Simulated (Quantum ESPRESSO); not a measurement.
# LiCl in Quantum ESPRESSO: the effect of functional

The system is LiCl.

```xyz
2
Lattice="0.0000 2.5648 2.5648 2.5648 0.0000 2.5648 2.5648 2.5648 0.0000" Properties=species:S:1:pos:R:3 pbc="T T T"
Cl    2.5648    2.5648    2.5648
Li    0.0000    0.0000    0.0000
```

Alike in all runs:

- Program: Quantum ESPRESSO 7.5
- Cutoff: 1007 eV
- Density cutoff: 4027 eV
- k mesh: 4 × 4 × 4, shifted
- Occupations: fermi-dirac, width 0.05 eV
- Spin: no spin polarisation

Each run relaxes the cell or the atoms first.

Problem. One run gave: relaxed volume 18.12 Å³/atom; dielectric constant 2.82 mean. Which functional did it use?
A. WC
B. LDA
C. RPBE
D. vdW-DF-cx
E. PBE

Solution. C.

```tsv
functional	potentials or basis	relaxed volume (Å³/atom)	dielectric constant (mean)
LDA	PseudoDojo 0.4.1 SR LDA standard	15.29	3.19
PBE	PseudoDojo 0.4.1 SR PBE standard	17.07	2.95
WC	PseudoDojo 0.4.1 SR PBE standard	16.33	3.06
AM05	PseudoDojo 0.4.1 SR PBE standard	16.79	2.99
RPBE	PseudoDojo 0.4.1 SR PBE standard	18.12	2.82
vdW-DF-cx	PseudoDojo 0.4.1 SR PBE standard	16.65	2.98
```

Caveats: the potentials were made for another functional, which shifts forces and pressure (some runs); before the sum rule the acoustic modes lie tens of cm⁻¹ from zero, a sign that the density grid also shifts the optical modes (some runs).

Not every run made on this cell is shown here.
